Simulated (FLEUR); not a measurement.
# W (Fm-3m) in FLEUR: notebook

Aim: see how the results for W move with the level of theory and the settings. Levels: LDA, PBEsol. Tasks: band structure, equation of state.

Everything below comes from runs of FLEUR MaX-R8.1 (later development tree). Logs are shortened: lines on timing, memory, paths and dates and some standing lists are left out, and cuts for length are marked.

**1. Starting point**

The structure is cubic, space group Fm-3m (No. 225). Conventional cell: a = 4.060 Å, b = 4.060 Å, c = 4.060 Å, α = 90.00°, β = 90.00°, γ = 90.00°. W (site symmetry m-3m) is surrounded by 12 W at 2.87 Å.

This isn't the form of W at room conditions, which is bcc.

**2. Band structure, LDA**

Contents of inp.xml:

```xml
<?xml version="1.0" encoding="UTF-8" standalone="no"?>
<fleurInput fleurInputVersion="0.39">
   <comment>
      W                                                                                                   
   </comment>
   <calculationSetup>
      <cutoffs Kmax="4.1" Gmax="12.7" GmaxXC="12.7" numbands="0"/>
      <scfLoop itmax="60" minDistance="0.00001" maxIterBroyd="15" imix="Anderson" alpha="0.05" precondParam="0.0" spinf="2.0" sdNocoIR="T"/>
      <coreElectrons ctail="T" frcor="F" kcrel="0" coretail_lmax="0"/>
      <xcFunctional name="vwn" relativisticCorrections="F"/>
      <magnetism jspins="1"/>
      <soc l_soc="F" theta="0.0" phi="0.0" spav="F"/>
      <expertModes spex="0" secvar="F"/>
      <geometryOptimization l_f="F" forcealpha="1.0" forcemix="BFGS" epsdisp="0.00001" epsforce="0.00001"/>
      <ldaU l_linMix="F" mixParam="0.05" spinf="1.0"/>
   </calculationSetup>
   <cell>
      <bzIntegration valenceElectrons="28.0" mode="hist" fermiSmearingEnergy="0.00183747">
         <kPointListSelection listName="default-1"/>
         <!-- k-points included here -->
         <xi:include xmlns:xi="http://www.w3.org/2001/XInclude" href="kpts.xml"> </xi:include>
      </bzIntegration>
      <!-- symmetry operations included here -->
      <xi:include xmlns:xi="http://www.w3.org/2001/XInclude" href="sym.xml"> </xi:include>
      <bulkLattice scale="1.0">
         <bravaisMatrix>
            <row-1>    0.0000000000000000     3.8361440329379994     3.8361440329379994</row-1>
            <row-2>    3.8361440329379994     0.0000000000000000     3.8361440329379994</row-2>
            <row-3>    3.8361440329379994     3.8361440329379994     0.0000000000000000</row-3>
         </bravaisMatrix>
      </bulkLattice>
   </cell>
   <atomSpecies>
      <species name="Tungsten (W)" element="W" atomicNumber="74">
         <mtSphere radius="2.51" gridPoints="829" logIncrement="0.016"/>
         <atomicCutoffs lmax="10" lnonsphr="10"/>
         <electronConfig flipSpins="F">
            <coreConfig>(1s1/2) (2s1/2) (2p1/2) (2p3/2) (3s1/2) (3p1/2) (3p3/2) (4s1/2) (3d3/2) (3d5/2) (4p1/2) (4p3/2) (4d3/2) (4d5/2)</coreConfig>
            <valenceConfig>(5s1/2) (5p1/2) (5p3/2) (6s1/2) (4f5/2) (4f7/2) (5d3/2) (5d5/2)</valenceConfig>
            <stateOccupation state="(5d3/2)" spinUp="0.800000" spinDown="0.800000"/>
            <stateOccupation state="(5d5/2)" spinUp="1.200000" spinDown="1.200000"/>
         </electronConfig>
         <energyParameters s="6" p="6" d="5" f="4"/>
         <lo type="SCLO" l="0" n="5" eDeriv="0"/>
         <lo type="SCLO" l="1" n="5" eDeriv="0"/>
         <lo type="SCLO" l="2" n="5" eDeriv="2"/>
         <lo type="SCLO" l="3" n="4" eDeriv="2"/>
      </species>
   </atomSpecies>
   <atomGroups>
      <atomGroup species="Tungsten (W)">
         <relPos label="                   1">.0000000000 .0000000000 .0000000000</relPos>
         <force calculate="T" relaxXYZ="TTT"/>
      </atomGroup>
   </atomGroups>
   <output dos="F" band="F" slice="F">
      <checks vchk="F" cdinf="F"/>
      <bandDOS minEnergy="-.5*Htr" maxEnergy="0.5*Htr" sigma="0.015" storeEVData="T"/>
      <vacuumDOS vacdos="F" integ="F" star="F" nstars="0" locx1="0.0" locy1="0.0" locx2="0.0" locy2="0.0" nstm="0" tworkf="0.0"/>
      <unfoldingBand unfoldBand="F" supercellX="1" supercellY="1" supercellZ="1"/>
      <plotting iplot="0" polar="F">
         <plot TwoD="T" vec1="  1.0  0.0  0.0" vec2="  0.0  1.0  0.0" vec3="  0.0  0.0  1.0" zero="  0.0  0.0  0.0" file="plot"/>
      </plotting>
      <chargeDensitySlicing numkpt="0" minEigenval="0.0" maxEigenval="0.0" nnne="0" pallst="F"/>
      <specialOutput eonly="F"/>
      <moessbauerParams electricFieldGradient="T" isomerShift="T" coreHyperfine="T" valenceHyperfine="T"/>
      <magneticCircularDichroism mcd="F" energyLo="-10.0" energyUp="0.0"/>
   </output>
  <!-- We include the file relax.xml here to enable relaxations (see documentation) -->
  <xi:include xmlns:xi="http://www.w3.org/2001/XInclude" href="relax.xml"> <xi:fallback/> </xi:include>
</fleurInput>
```

Contents of crystal.txt:

```
W
&input cartesian=F /
0.0000000000  2.0300000000  2.0300000000
2.0300000000  0.0000000000  2.0300000000
2.0300000000  2.0300000000  0.0000000000
1.8897261246
1.0 1.0 1.0

1
74 0.0000000000  0.0000000000  0.0000000000

&kpt div1=11 div2=11 div3=11 gamma=T /
```

Contents of inp.xml (bands):

```
<?xml version="1.0" encoding="UTF-8" standalone="no"?>
<fleurInput fleurInputVersion="0.39">
   <comment>
      W                                                                                                   
   </comment>
   <calculationSetup>
      <cutoffs Kmax="4.1" Gmax="12.7" GmaxXC="12.7" numbands="0"/>
      <scfLoop itmax="60" minDistance="0.00001" maxIterBroyd="15" imix="Anderson" alpha="0.05" precondParam="0.0" spinf="2.0" sdNocoIR="T"/>
      <coreElectrons ctail="T" frcor="F" kcrel="0" coretail_lmax="0"/>
      <xcFunctional name="vwn" relativisticCorrections="F"/>
      <magnetism jspins="1"/>
      <soc l_soc="F" theta="0.0" phi="0.0" spav="F"/>
      <expertModes spex="0" secvar="F"/>
      <geometryOptimization l_f="F" forcealpha="1.0" forcemix="BFGS" epsdisp="0.00001" epsforce="0.00001"/>
      <ldaU l_linMix="F" mixParam="0.05" spinf="1.0"/>
   </calculationSetup>
   <cell>
      <bzIntegration valenceElectrons="28.0" mode="hist" fermiSmearingEnergy="0.00183747">
         <kPointListSelection listName="path-1"/>
         <!-- k-points included here -->
         <xi:include xmlns:xi="http://www.w3.org/2001/XInclude" href="kpts.xml"> </xi:include>
      </bzIntegration>
      <!-- symmetry operations included here -->
      <xi:include xmlns:xi="http://www.w3.org/2001/XInclude" href="sym.xml"> </xi:include>
      <bulkLattice scale="1.0">
         <bravaisMatrix>
            <row-1>    0.0000000000000000     3.8361440329379994     3.8361440329379994</row-1>
            <row-2>    3.8361440329379994     0.0000000000000000     3.8361440329379994</row-2>
            <row-3>    3.8361440329379994     3.8361440329379994     0.0000000000000000</row-3>
         </bravaisMatrix>
      </bulkLattice>
   </cell>
   <atomSpecies>
      <species name="Tungsten (W)" element="W" atomicNumber="74">
         <mtSphere radius="2.51" gridPoints="829" logIncrement="0.016"/>
         <atomicCutoffs lmax="10" lnonsphr="10"/>
         <electronConfig flipSpins="F">
            <coreConfig>(1s1/2) (2s1/2) (2p1/2) (2p3/2) (3s1/2) (3p1/2) (3p3/2) (4s1/2) (3d3/2) (3d5/2) (4p1/2) (4p3/2) (4d3/2) (4d5/2)</coreConfig>
            <valenceConfig>(5s1/2) (5p1/2) (5p3/2) (6s1/2) (4f5/2) (4f7/2) (5d3/2) (5d5/2)</valenceConfig>
            <stateOccupation state="(5d3/2)" spinUp="0.800000" spinDown="0.800000"/>
            <stateOccupation state="(5d5/2)" spinUp="1.200000" spinDown="1.200000"/>
         </electronConfig>
         <energyParameters s="6" p="6" d="5" f="4"/>
         <lo type="SCLO" l="0" n="5" eDeriv="0"/>
         <lo type="SCLO" l="1" n="5" eDeriv="0"/>
         <lo type="SCLO" l="2" n="5" eDeriv="2"/>
         <lo type="SCLO" l="3" n="4" eDeriv="2"/>
      </species>
   </atomSpecies>
   <atomGroups>
      <atomGroup species="Tungsten (W)">
         <relPos label="                   1">.0000000000 .0000000000 .0000000000</relPos>
         <force calculate="T" relaxXYZ="TTT"/>
      </atomGroup>
   </atomGroups>
   <output dos="F" band="T" slice="F">
      <checks vchk="F" cdinf="F"/>
      <bandDOS minEnergy="-.5*Htr" maxEnergy="0.5*Htr" sigma="0.015" storeEVData="T"/>
      <vacuumDOS vacdos="F" integ="F" star="F" nstars="0" locx1="0.0" locy1="0.0" locx2="0.0" locy2="0.0" nstm="0" tworkf="0.0"/>
      <unfoldingBand unfoldBand="F" supercellX="1" supercellY="1" supercellZ="1"/>
      <plotting iplot="0" polar="F">
         <plot TwoD="T" vec1="  1.0  0.0  0.0" vec2="  0.0  1.0  0.0" vec3="  0.0  0.0  1.0" zero="  0.0  0.0  0.0" file="plot"/>
      </plotting>
      <chargeDensitySlicing numkpt="0" minEigenval="0.0" maxEigenval="0.0" nnne="0" pallst="F"/>
      <specialOutput eonly="F"/>
      <moessbauerParams electricFieldGradient="T" isomerShift="T" coreHyperfine="T" valenceHyperfine="T"/>
      <magneticCircularDichroism mcd="F" energyLo="-10.0" energyUp="0.0"/>
   </output>
  <!-- We include the file relax.xml here to enable relaxations (see documentation) -->
  <xi:include xmlns:xi="http://www.w3.org/2001/XInclude" href="relax.xml"> <xi:fallback/> </xi:include>
</fleurInput>
```

Potentials or basis: all-electron, FLAPW.

Launch:

```sh
inpgen -f crystal.txt -profile fastHighL
# inp.xml edited to the form shown
fleur_MPI
fleur_MPI   # second run, on inp.xml (bands)
```

The log of the run:

```text
Welcome to FLEUR        (www.flapw.de)
      MaX-Release 8.1          (www.max-centre.eu)

 ========== k-point set info ==========
 Selected k-point list: default-1
 k-point list type: mesh
 11 x 11 x 11
 Number of k points: 56

 ------------Calculation Setup---------------------------
 Number of MPI-tasks      :            1
 Number of PE/node        :            1
 Number of OMP-threads    :            1
 Most efficient MPI parallelization for:
           1           2           4           7           8          14          28          56
 Additional eigenvalue parallelization possible
 Number of basis functions:          168
 Approximate size of matrices (H+S) per k-point:         0.000 GB
 --------------------------------------------------------
 Iteration:     1   Distance:      12.97243969 me/bohr^3
 Iteration:     2   Distance:      11.76631171 me/bohr^3
 Iteration:     3   Distance:       5.76331001 me/bohr^3
 Iteration:     4   Distance:       1.47687993 me/bohr^3
 Iteration:     5   Distance:       1.31373327 me/bohr^3
 Iteration:     6   Distance:       0.14881556 me/bohr^3
 Iteration:     7   Distance:       0.20938095 me/bohr^3
 Iteration:     8   Distance:       0.01911573 me/bohr^3
 Iteration:     9   Distance:       0.00847313 me/bohr^3
 Iteration:    10   Distance:       0.00086517 me/bohr^3
 Iteration:    11   Distance:       0.00006735 me/bohr^3
 Iteration:    12   Distance:       0.00002812 me/bohr^3
 Iteration:    13   Distance:       0.00000252 me/bohr^3

 ********************************************************************
 Run finished successfully
 Stop message:
   all done
 ********************************************************************
```

output (bands):

```text
Welcome to FLEUR        (www.flapw.de)
      MaX-Release 8.1          (www.max-centre.eu)

 ========== k-point set info ==========
 Selected k-point list: path-1
 k-point list type: path
 Number of k points: 60

 ------------Calculation Setup---------------------------
 Number of MPI-tasks      :            1
 Number of PE/node        :            1
 Number of OMP-threads    :            1
 Most efficient MPI parallelization for:
           1           2           3           4           5           6          10          12          15          20          30          60
 Additional eigenvalue parallelization possible
 Number of basis functions:          166
 Approximate size of matrices (H+S) per k-point:         0.000 GB
 --------------------------------------------------------
 Fermi energy correction for metals:
 Fermi energy in bands.* files may not be consistent with last density.
 Please correct it manually (e.g. in band.gnu file).

 Note: Band structure data (together with different weights) is also stored in the banddos.hdf file.
       A convenient way of extracting and plotting the data from that file is by making use of the

 ********************************************************************
 Run finished successfully
 Stop message:
   Charge density postprocessing done.
 ********************************************************************
```

out.xml (last iteration):

```text
<iteration numberForCurrentRun="   13" overallNumber="   13">
         <energyParameters units="Htr">
            <atomicEP atomType="1" spin="1" branch="6s" branchLowest="-2.14" branchHighest="2.10" value="0.3546843192"/>
            <atomicEP atomType="1" spin="1" branch="6p" branchLowest="-0.77" branchHighest="3.02" value="0.4953491145"/>
            <atomicEP atomType="1" spin="1" branch="5d" branchLowest="-7.98" branchHighest="0.96" value="0.5005487200"/>
            <atomicEP atomType="1" spin="1" branch="4f" branchLowest="-9.99" branchHighest="-0.47" value="-0.4381964170"/>
            <loAtomicEP atomType="1" spin="1" branch="5s" branchLowest="-20.10" branchHighest="-2.14" value="-2.1518512626"/>
            <loAtomicEP atomType="1" spin="1" branch="5p" branchLowest="-14.75" branchHighest="-0.77" value="-0.8609907982"/>
            <loAtomicEP atomType="1" spin="1" branch="5d" branchLowest="-7.98" branchHighest="0.96" value="0.4953425204"/>
            <loAtomicEP atomType="1" spin="1" branch="4f" branchLowest="-9.99" branchHighest="-0.47" value="-0.4656816098"/>
         </energyParameters>
         <eigenvalues>
            <eigenvaluesAt spin="1" ikpt="1" k_x="0.00000000" k_y="0.00000000" k_z="0.00000000">
                      -2.1554097299       -0.8191949630       -0.8191949630       -0.8191949630       -0.4738542545
                      -0.4738542545       -0.4738542545       -0.4731996998       -0.4720667233       -0.4720667233
                      -0.4720667233        0.2257257980        0.5298914355        0.5298914355        0.5298914355
                       0.6401850810        0.6401850810        1.0295188707        1.2174396615        1.2174396615
                       1.2174396615        1.3730130468
            </eigenvaluesAt>
            <eigenvaluesAt spin="1" ikpt="2" k_x="0.00000000" k_y="0.00000000" k_z="0.09090909">
                      -2.1551263810       -0.8225562300       -0.8196278354       -0.8196278354       -0.4738698486
                      -0.4737960150       -0.4737960150       -0.4731186343       -0.4721739631       -0.4721739631
                      -0.4720613509        0.2386763574        0.5206341847        0.5357486638        0.5357486638
                       0.6352711546        0.6352711546        1.0547452526        1.1664831873        1.2415734354
                       1.2415734354        1.4397046781
            </eigenvaluesAt>
            <eigenvaluesAt spin="1" ikpt="3" k_x="0.00000000" k_y="0.00000000" k_z="0.18181818">
                      -2.1543651607       -0.8313884893       -0.8207846721       -0.8207846721       -0.4739258893
                      -0.4736459669       -0.4736459669       -0.4728953587       -0.4724565083       -0.4724565083
[... 38 lines left out ...]
         <allElectronCharges>
            <spinDependentCharge spin="1" total="74.0000000" interstitial="1.9656122" mtSpheres="72.0343878"/>
            <totalCharge value="73.9999999993"/>
         </allElectronCharges>
         <moessbauerParams unitsHFF="kG" unitsIS="e/bohr^3" unitsEFG="Htr/bohr^2">
            <coreIsomerShift atomType="1" isTotal="1511102.90921">
               <shell n="1" l="0" isomerShift="1264740.82829"/>
               <shell n="2" l="0" isomerShift="181074.67694"/>
               <shell n="2" l="1" isomerShift="11050.11483"/>
               <shell n="3" l="0" isomerShift="40684.45312"/>
               <shell n="3" l="1" isomerShift="2775.18118"/>
               <shell n="4" l="0" isomerShift="10103.69904"/>
               <shell n="3" l="2" isomerShift="0.00108"/>
               <shell n="4" l="1" isomerShift="673.95445"/>
               <shell n="4" l="2" isomerShift="0.00027"/>
            </coreIsomerShift>
            <isomerShift atomType="1" nucleusRadius="0.0001343" averageDensity="1513001.07186"/>
            <electricFieldGradient atomType="1" VXX="0.00000" VYY="0.00000" VZZ="0.00000" asymParam="0.00000">
            </electricFieldGradient>
         </moessbauerParams>
         <totalEnergy                                    value="   -16156.7395852835" units="Htr">
            <sumOfEigenvalues                            value="    -9878.8293334083">
               <coreElectrons value="-9865.5988131355"/>
               <valenceElectrons value="-13.2305202728"/>
            </sumOfEigenvalues>
            <densityCoulombPotentialIntegral value="-27659.9210726726"/>
            <densityEffectivePotentialIntegral value="-28079.2456410808"/>
            <chargeDenXCDenIntegral value="-315.9111383229"/>
            <FockExchangeEnergyValence value="0.0000000000"/>
            <FockExchangeEnergyCore value="0.0000000000"/>
            <atomTypeDependentContributions atomType="1">
               <electronNucleiInteractionDifferentMTs value="20164.2231891589"/>
               <MadelungTerm value="-47.0610291379"/>
            </atomTypeDependentContributions>
            <tkbTimesEntropy value="0.0003172037"/>
            <freeEnergy value="-16156.7399024873"/>
            <extrapolationTo0K value="-16156.7397438854"/>
         </totalEnergy>
         <densityConvergence units="me/bohr^3">
            <chargeDensity spin="1" distance="0.0000025210"/>
         </densityConvergence>
      </iteration>
```

Wall time 12 s (1 thread of Arm Neoverse V1, shared host); peak memory 0.05 GiB.

What came out:

* Free energy: -439647.2900 eV
* Band gap along the path: none (metal or under the smearing width)
* Valence electrons inside the program's atomic spheres: W 26.03 (radii W 2.51 bohr)

Levels at the corners of the path, in eV from the Fermi level:
```tsv
point	band 10	band 11	band 12	band 13	band 14	band 15	band 16	band 17	band 18	band 19
Γ	-27.81	-27.81	-8.82	-0.54	-0.54	-0.54	2.46	2.46	13.05	18.17
X	-27.83	-27.80	-5.32	-4.37	3.10	4.83	5.61	5.61	11.69	11.69
W	-27.84	-27.80	-3.60	-1.92	-1.92	1.24	5.62	9.89	10.59	10.59
K	-27.83	-27.80	-4.21	-3.16	-0.07	2.55	4.53	7.52	10.20	13.50
Γ	-27.81	-27.81	-8.82	-0.54	-0.54	-0.54	2.46	2.46	13.05	18.17
L	-27.81	-27.81	-5.46	-0.77	-0.77	0.75	4.89	4.89	9.97	12.64
U	-27.83	-27.80	-4.21	-3.16	-0.07	2.55	4.53	7.52	10.20	13.50
W	-27.84	-27.80	-3.60	-1.92	-1.92	1.24	5.62	9.89	10.59	10.59
L	-27.81	-27.81	-5.46	-0.77	-0.77	0.75	4.89	4.89	9.97	12.64
K	-27.83	-27.80	-4.21	-3.16	-0.07	2.55	4.53	7.52	10.20	13.50
U	-27.83	-27.80	-4.21	-3.16	-0.07	2.55	4.53	7.52	10.20	13.50
X	-27.83	-27.80	-5.32	-4.37	3.10	4.83	5.61	5.61	11.69	11.69
```

Core levels (eV from the Fermi level):
```
atom                                                                                                                                                                                                           levels
 1 W  1s1/2 -69336.7, 2s1/2 -11956.2, 2p1/2 -11436.1, 2p3/2 -10084.7, 3s1/2 -2748.8, 3p1/2 -2516.8, 3p3/2 -2224.7, 4s1/2 -562.0, 3d3/2 -1833.0, 3d5/2 -1769.4, 4p1/2 -465.9, 4p3/2 -397.9, 4d3/2 -239.8, 4d5/2 -227.2
```

Caveat: spin-orbit coupling is left out, which moves the levels of the heavy elements.

(Part 1 of 2 ends here.)
